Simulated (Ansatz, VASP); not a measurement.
# One calculation of PtSe2 (Sudovikovite), two programs

```
Pt Se
1.0
     3.72400    0.00000    0.00000
    -1.86200    3.22508    0.00000
     0.00000    0.00000    5.06200
Pt Se
1 2
Direct
  0.00000 0.00000 0.00000
  0.66667 0.33333 0.75000
  0.33333 0.66667 0.25000
```

Alike in both runs: functional PBEsol; k mesh 8 × 8 × 5; occupations fermi-dirac, width 0.05 eV; no spin polarisation.

|  | VASP | Ansatz |
| --- | --- | --- |
| version | VASP 6.6.1 | Ansatz 0.2.0 |
| potentials or method | VASP PAW PBE potentials, release 64 (Pt, Se), cutoff 520 eV | all-electron LAPW, non-relativistic |
| task | single point | band structure |

VASP gave:

- gap on the k mesh at the Fermi level (eV): none
- pressure (GPa): 2.2
- largest component of the traceless stress (GPa): 0.96
- rms of the force components (eV/Å): 0.168

What did Ansatz give for the same quantities?

gap on the k mesh at the Fermi level (eV): none; pressure (GPa): 12.2; largest component of the traceless stress (GPa): 3.92; rms of the force components (eV/Å): 0.729.

Atom by atom the forces differ by 0.561 eV/Å (rms over components). A gap of «none» marks a metal or a gap that the smearing closes. One of these differences is far larger than is usual between the two programs; its cause wasn't traced. Ansatz ran all-electron here, so the differences hold the error of VASP's frozen core and of both bases.

Caveats: the PAW data sets were made with another functional, which shifts forces and pressure a little (VASP); relativity is left out, which matters for the heavier elements (Ansatz); spin-orbit coupling is left out, which moves the levels of the heavy elements (Ansatz); forces of over 1 eV/Å show positions far from the minimum, so gaps and moduli don't describe the material at rest (Ansatz). The runs have no spin-orbit coupling, so splittings on Pt are missing.
